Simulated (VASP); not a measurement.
# InP (F-43m) in VASP: a series of runs, part 3 of 3

VASP 6.6.1.

**4. Band structure, PBE**

Input file POSCAR:

```
InP
1.0
    0.0000000000      2.9305000000      2.9305000000
    2.9305000000      0.0000000000      2.9305000000
    2.9305000000      2.9305000000      0.0000000000
In P
1 1
Direct
    0.0000000000      0.0000000000      0.0000000000
    0.7500000000      0.7500000000      0.7500000000
```

Input file INCAR.step1:

```
PREC = Accurate
ENCUT = 900
EDIFF = 1E-6
ISMEAR = -1
SIGMA = 0.05
LREAL = F
LASPH = T
NELM = 60
ALGO = Normal
ISIF = 2
LWAVE = F
LCHARG = T
GGA = PE
NBANDS = 11
```

Input file KPOINTS.step1:

```
Automatic mesh
0
Gamma
  8 8 8
```

Input file INCAR.step2:

```
PREC = Accurate
ENCUT = 900
EDIFF = 1E-6
ISMEAR = 0
SIGMA = 0.05
LREAL = F
LASPH = T
NELM = 60
ALGO = Normal
ISIF = 2
LWAVE = F
LCHARG = F
GGA = PE
NBANDS = 11
ICHARG = 11
```

Input file KPOINTS.step2:

```
path GXWKGLUWLK,UX
15
line-mode
reciprocal
 0.0000000000  0.0000000000  0.0000000000  G
 0.5000000000  0.0000000000  0.5000000000  X

 0.5000000000  0.0000000000  0.5000000000  X
 0.5000000000  0.2500000000  0.7500000000  W

 0.5000000000  0.2500000000  0.7500000000  W
 0.3750000000  0.3750000000  0.7500000000  K

 0.3750000000  0.3750000000  0.7500000000  K
 0.0000000000  0.0000000000  0.0000000000  G

 0.0000000000  0.0000000000  0.0000000000  G
 0.5000000000  0.5000000000  0.5000000000  L

 0.5000000000  0.5000000000  0.5000000000  L
 0.6250000000  0.2500000000  0.6250000000  U

 0.6250000000  0.2500000000  0.6250000000  U
 0.5000000000  0.2500000000  0.7500000000  W

 0.5000000000  0.2500000000  0.7500000000  W
 0.5000000000  0.5000000000  0.5000000000  L

 0.5000000000  0.5000000000  0.5000000000  L
 0.3750000000  0.3750000000  0.7500000000  K

 0.6250000000  0.2500000000  0.6250000000  U
 0.5000000000  0.0000000000  0.5000000000  X
```

Potentials or basis: VASP PAW PBE potentials, release 64 (In, P).

Launch:

```sh
cat potpaw_PBE.64/In/POTCAR potpaw_PBE.64/P/POTCAR > POTCAR
cp INCAR.step1 INCAR
cp KPOINTS.step1 KPOINTS
mpirun -np 1 vasp_std > vasp.out
cp INCAR.step2 INCAR
cp KPOINTS.step2 KPOINTS
mpirun -np 1 vasp_std > vasp.out
```

OUTCAR:

```text
PREC = Accurate
   ENCUT = 900
   EDIFF = 1E-6
   ISMEAR = 0
   LREAL = F
   LASPH = T
   NELM = 60
   ISIF = 2
   GGA = PE
   ICHARG = 11

 ion  position               nearest neighbor table
   1  0.000  0.000  0.000-   2 2.54   2 2.54   2 2.54   2 2.54
   2  0.750  0.750  0.750-   1 2.54   1 2.54   1 2.54   1 2.54

  LATTYP: Found a face centered cubic cell.
 ALAT       =     5.8610000000

  Lattice vectors:

 A1 = (   0.0000000000,   2.9305000000,   2.9305000000)
 A2 = (   2.9305000000,   0.0000000000,   2.9305000000)
 A3 = (   2.9305000000,   2.9305000000,   0.0000000000)

Analysis of symmetry for initial positions (statically):
=====================================================================
 Subroutine PRICEL returns:
 Original cell was already a primitive cell.

 Routine SETGRP: Setting up the symmetry group for a
 face centered cubic supercell.

 Subroutine GETGRP returns: Found 24 space group operations
 (whereof 24 operations were pure point group operations)
 out of a pool of 48 trial point group operations.

The static configuration has the point symmetry T_d .

Analysis of symmetry for dynamics (positions and initial velocities):
=====================================================================
 Subroutine PRICEL returns:
 Original cell was already a primitive cell.

 Routine SETGRP: Setting up the symmetry group for a
 face centered cubic supercell.

 Subroutine GETGRP returns: Found 24 space group operations
 (whereof 24 operations were pure point group operations)
 out of a pool of 48 trial point group operations.

The dynamic configuration has the point symmetry T_d .

 Subroutine INISYM returns: Found 24 space group operations
 (whereof 24 operations are pure point group operations),
 and found     1 'primitive' translations

----------------------------------------------------------------------------------------

[... 112 lines left out ...]
   LHFCALC =     F    Hartree Fock is set to
   AEXX    =    0.0000 exact exchange contribution
   IVDW    =     0    specifies the selected vdW correction
   LEPSILON=     F    determine dielectric tensor
   LRPA    =     F    only Hartree local field effects (RPA)
 non-spin polarized calculation
 Gauss-broadening in eV      SIGMA  =   0.05
  energy-cutoff  :      900.00
  volume of cell :       50.33
 maximum number of plane-waves:      3119
 NGX is ok and might be reduce to    42

 number of electron       8.0000000 magnetization

 Free energy of the ion-electron system (eV)
  ---------------------------------------------------
  ext. energy  EPLUGINS =         0.00000000
  ---------------------------------------------------
  free energy    TOTEN  =        -8.51822706 eV

  energy without entropy =       -8.51822706  energy(sigma->0) =       -8.51822706

 E-fermi :   4.1641     XC(G=0):  -9.0298

 val. band max:        3.8775972289   @ k =   0.0000   0.0000   0.0000
 cond. band min:       4.6503655566   @ k =   0.0000   0.0000   0.0000
 fundamental gap:      0.7727683277
 Fermi energy:         4.1640994032

 k-point     1 :       0.0000    0.0000    0.0000
  band No.  band energies     occupation
      1      -7.6139      2.00000
      2       3.8776      2.00000
      3       3.8776      2.00000
      4       3.8776      2.00000
      5       4.6504      0.00000
      6       8.0226      0.00000
      7       8.0226      0.00000
      8       8.0226      0.00000
      9      12.5072      0.00000
     10      13.2147      0.00000
     11      13.2147      0.00000
[... 309 lines left out ...]
 k-point    24 :       0.5000    0.1429    0.6429
  band No.  band energies     occupation
      1      -5.4302      2.00000
      2      -1.7336      2.00000
      3       1.1570      2.00000
      4       1.1909      2.00000
      5       6.8421      0.00000
      6       7.2484      0.00000
      7      11.1892      0.00000
      8      11.3571      0.00000
      9      13.9461      0.00000
     10      15.0480      0.00000
     11      15.7598      0.00000

 [... further k-points ...]

------------------------ aborting loop because EDIFF is reached ----------------------------------------

  FORCE on cell =-STRESS in cart. coord.  units (eV):
  Direction    XX          YY          ZZ          XY          YZ          ZX
  --------------------------------------------------------------------------------------
  -------------------------------------------------------------------------------------
  Total        1.3233360      1.3233360      1.3233360      0.0000000     -0.0000000      0.0000000
  in kB       42.1236062     42.1236062     42.1236062      0.0000000     -0.0000000      0.0000000
  external PRESSURE =      42.1236062 kB  Pullay stress =       0.0000000 kB

 VOLUME and BASIS-vectors are now :
 -----------------------------------------------------------------------------
  energy-cutoff  :      900.00
  volume of cell :       50.33
      direct lattice vectors                 reciprocal lattice vectors
     0.000000000  2.930500000  2.930500000    -0.170619348  0.170619348  0.170619348
     2.930500000  0.000000000  2.930500000     0.170619348 -0.170619348  0.170619348
     2.930500000  2.930500000  0.000000000     0.170619348  0.170619348 -0.170619348

 POSITION                                       TOTAL-FORCE (eV/Angst)
 -----------------------------------------------------------------------------------
      0.00000      0.00000      0.00000        -0.000000     -0.000000      0.000000
      4.39575      4.39575      4.39575         0.000000      0.000000     -0.000000
 -----------------------------------------------------------------------------------
    total drift:                               -0.000000     -0.000000      0.000000

  FREE ENERGIE OF THE ION-ELECTRON SYSTEM (eV)
  ---------------------------------------------------
  free  energy   TOTEN  =        -8.5182270555 eV

  energy  without entropy=       -8.5182270555  energy(sigma->0) =       -8.51822706
```

OUTCAR.step1:

```text
PREC = Accurate
   ENCUT = 900
   EDIFF = 1E-6
   ISMEAR = -1
   LREAL = F
[... 559 lines left out ...]
      0.00000      0.00000      0.00000         0.000000      0.000000      0.000000
      4.39575      4.39575      4.39575        -0.000000     -0.000000     -0.000000
 -----------------------------------------------------------------------------------
    total drift:                               -0.000000     -0.000000      0.000000

  FREE ENERGIE OF THE ION-ELECTRON SYSTEM (eV)
  ---------------------------------------------------
  free  energy   TOTEN  =        -8.2884957728 eV

  energy  without entropy=       -8.2884928084  energy(sigma->0) =       -8.28849429
```

It took 3.5 min on 1 thread of Intel Xeon Platinum 8488C (Sapphire Rapids), shared host; peak memory 0.41 GiB.

What came out:

```yaml
Band_gap_on_the_k_mesh: 0.77 eV, direct
Band_gap_along_the_path: 0.77 eV, direct
```

Levels at the corners of the path, in eV from the valence-band top:
```
point  band 1  band 2  band 3  band 4  band 5  band 6  band 7  band 8  band 9
    Γ  -11.49    0.00    0.00    0.00    0.77    4.15    4.15    4.15    8.63
    X   -9.34   -5.71   -2.30   -2.30    1.79    2.32    9.22    9.64    9.64
    X   -9.34   -5.71   -2.30   -2.30    1.79    2.32    9.22    9.64    9.64
    W   -9.29   -5.54   -2.96   -2.89    4.32    4.43    5.62    6.23   10.17
    W   -9.29   -5.54   -2.96   -2.89    4.32    4.43    5.62    6.23   10.17
    K   -9.37   -5.55   -3.30   -1.93    2.40    4.43    7.54    7.55    8.28
    K   -9.37   -5.55   -3.30   -1.93    2.40    4.43    7.54    7.55    8.28
    Γ  -11.49    0.00    0.00    0.00    0.77    4.15    4.15    4.15    8.63
    Γ  -11.49    0.00    0.00    0.00    0.77    4.15    4.15    4.15    8.63
    L   -9.97   -5.69   -0.97   -0.97    1.56    4.85    4.85    7.11    9.50
    L   -9.97   -5.69   -0.97   -0.97    1.56    4.85    4.85    7.11    9.50
    U   -9.37   -5.55   -3.30   -1.93    2.40    4.43    7.54    7.55    8.28
    U   -9.37   -5.55   -3.30   -1.93    2.40    4.43    7.54    7.55    8.28
    W   -9.29   -5.54   -2.96   -2.89    4.32    4.43    5.62    6.23   10.17
    W   -9.29   -5.54   -2.96   -2.89    4.32    4.43    5.62    6.23   10.17
    L   -9.97   -5.69   -0.97   -0.97    1.56    4.85    4.85    7.11    9.50
    L   -9.97   -5.69   -0.97   -0.97    1.56    4.85    4.85    7.11    9.50
    K   -9.37   -5.55   -3.30   -1.93    2.40    4.43    7.54    7.55    8.28
    U   -9.37   -5.55   -3.30   -1.93    2.40    4.43    7.54    7.55    8.28
    X   -9.34   -5.71   -2.30   -2.30    1.79    2.32    9.22    9.64    9.64
```

Caveat: the log is that of the step along the path at fixed density, whose energy, stress, charges and moments have no meaning; spin-orbit coupling is left out, which moves the levels of the heavy elements.

**5. Band structure, PBE**

POSCAR is that of step 4.

INCAR.step1, as its differences from that of step 4:

```diff
@@ -13,2 +13,2 @@
 GGA = PE
-NBANDS = 11
+NBANDS = 16
```

KPOINTS.step1 is that of step 4.

INCAR.step2, as its differences from that of step 4:

```diff
@@ -13,3 +13,3 @@
 GGA = PE
-NBANDS = 11
+NBANDS = 16
 ICHARG = 11
```

KPOINTS.step2 is that of step 4.

Potentials or basis: VASP PAW PBE potentials, release 64 (In_d, P).

Launch:

```sh
cat potpaw_PBE.64/In_d/POTCAR potpaw_PBE.64/P/POTCAR > POTCAR
cp INCAR.step1 INCAR
cp KPOINTS.step1 KPOINTS
mpirun -np 1 vasp_std > vasp.out
cp INCAR.step2 INCAR
cp KPOINTS.step2 KPOINTS
mpirun -np 1 vasp_std > vasp.out
```

It took 2.9 min on 1 thread of Intel Xeon Platinum 8488C (Sapphire Rapids), shared host; peak memory 0.44 GiB.

The run converged. Its results:

| Item | Value |
| --- | --- |
| Band gap on the k mesh | 0.71 eV, direct |
| Band gap along the path | 0.71 eV, direct |

Levels at the corners of the path, in eV from the valence-band top:
| point | band 5 | band 6 | band 7 | band 8 | band 9 | band 10 | band 11 | band 12 | band 13 | band 14 |
| --- | --- | --- | --- | --- | --- | --- | --- | --- | --- | --- |
| Γ | -14.03 | -11.52 | 0.00 | 0.00 | 0.00 | 0.71 | 4.09 | 4.09 | 4.09 | 8.58 |
| X | -14.00 | -9.14 | -5.75 | -2.32 | -2.32 | 1.76 | 2.27 | 9.21 | 9.60 | 9.60 |
| X | -14.00 | -9.14 | -5.75 | -2.32 | -2.32 | 1.76 | 2.27 | 9.21 | 9.60 | 9.60 |
| W | -14.02 | -9.06 | -5.60 | -2.95 | -2.91 | 4.29 | 4.38 | 5.57 | 6.21 | 10.19 |
| W | -14.02 | -9.06 | -5.60 | -2.95 | -2.91 | 4.29 | 4.38 | 5.57 | 6.21 | 10.19 |
| K | -14.01 | -9.15 | -5.60 | -3.30 | -1.94 | 2.36 | 4.39 | 7.51 | 7.54 | 8.26 |
| K | -14.01 | -9.15 | -5.60 | -3.30 | -1.94 | 2.36 | 4.39 | 7.51 | 7.54 | 8.26 |
| Γ | -14.03 | -11.52 | 0.00 | 0.00 | 0.00 | 0.71 | 4.09 | 4.09 | 4.09 | 8.58 |
| Γ | -14.03 | -11.52 | 0.00 | 0.00 | 0.00 | 0.71 | 4.09 | 4.09 | 4.09 | 8.58 |
| L | -14.02 | -9.79 | -5.73 | -0.97 | -0.97 | 1.50 | 4.81 | 4.81 | 7.10 | 9.48 |
| L | -14.02 | -9.79 | -5.73 | -0.97 | -0.97 | 1.50 | 4.81 | 4.81 | 7.10 | 9.48 |
| U | -14.01 | -9.15 | -5.60 | -3.30 | -1.94 | 2.36 | 4.39 | 7.51 | 7.54 | 8.26 |
| U | -14.01 | -9.15 | -5.60 | -3.30 | -1.94 | 2.36 | 4.39 | 7.51 | 7.54 | 8.26 |
| W | -14.02 | -9.06 | -5.60 | -2.95 | -2.91 | 4.29 | 4.38 | 5.57 | 6.21 | 10.19 |
| W | -14.02 | -9.06 | -5.60 | -2.95 | -2.91 | 4.29 | 4.38 | 5.57 | 6.21 | 10.19 |
| L | -14.02 | -9.79 | -5.73 | -0.97 | -0.97 | 1.50 | 4.81 | 4.81 | 7.10 | 9.48 |
| L | -14.02 | -9.79 | -5.73 | -0.97 | -0.97 | 1.50 | 4.81 | 4.81 | 7.10 | 9.48 |
| K | -14.01 | -9.15 | -5.60 | -3.30 | -1.94 | 2.36 | 4.39 | 7.51 | 7.54 | 8.26 |
| U | -14.01 | -9.15 | -5.60 | -3.30 | -1.94 | 2.36 | 4.39 | 7.51 | 7.54 | 8.26 |
| X | -14.00 | -9.14 | -5.75 | -2.32 | -2.32 | 1.76 | 2.27 | 9.21 | 9.60 | 9.60 |

Caveat: the log is that of the step along the path at fixed density, whose energy, stress, charges and moments have no meaning; spin-orbit coupling is left out, which moves the levels of the heavy elements.

**6. Overview**

```tsv
task	level	potentials or basis	k mesh	cutoff (eV)	smearing	cutoff of the response function	frequency points	empty bands	GW scheme	GW iterations	mesh quality	gap on the mesh (eV)
G0W0 quasiparticle levels	LDA	VASP PAW LDA potentials, release 64 (In_d_GW, P_GW)	4 × 4 × 4	450	gaussian 0.01 eV	150	48	122	G0W0	1	coarse	-
band structure	PBE	VASP PAW PBE potentials, release 64 (In_d, P)	8 × 8 × 8	900	fermi-dirac 0.05 eV	-	-	-	-	-	not flagged	0.71
band structure	PBE	VASP PAW PBE potentials, release 64 (In, P)	8 × 8 × 8	900	fermi-dirac 0.05 eV	-	-	-	-	-	not flagged	0.77
```

Alike in all rows: no spin polarisation; cell as given.

Caveats: some runs use coarse meshes; spin-orbit coupling is left out, which moves the levels of the heavy elements; bands, screening cutoff and mesh are small and nothing is extrapolated, so the quasiparticle values aren't converged (some runs); spectra need much finer meshes, so this one isn't converged (some runs).

Absolute energies hang on the potentials; compare differences alone.

**7. Against experiment**

Step 3. A measured gap of InP is 1.4236 eV (direct; 1.6 K; a printed reference work, data compilation); the calculated 0.71 eV misses it by -0.71 eV. Spin-orbit coupling on In is left out. The value is that of PBE, without temperature or zero-point motion. Semilocal functionals fall short of measured gaps as a rule.

Step 4. A measured gap of InP is 1.4236 eV (direct; 1.6 K; a printed reference work, data compilation); the calculated 0.77 eV misses it by -0.65 eV. Spin-orbit coupling on In is left out. The value is that of PBE, without temperature or zero-point motion. Semilocal functionals fall short of measured gaps as a rule.

Step 5. Against the measured gap of InP, 1.4236 eV (direct; 1.6 K; a printed reference work, data compilation), the calculated 0.71 eV is off by -0.71 eV. Spin-orbit coupling on In is left out. The value is that of PBE, without temperature or zero-point motion. Semilocal functionals fall short of measured gaps as a rule.
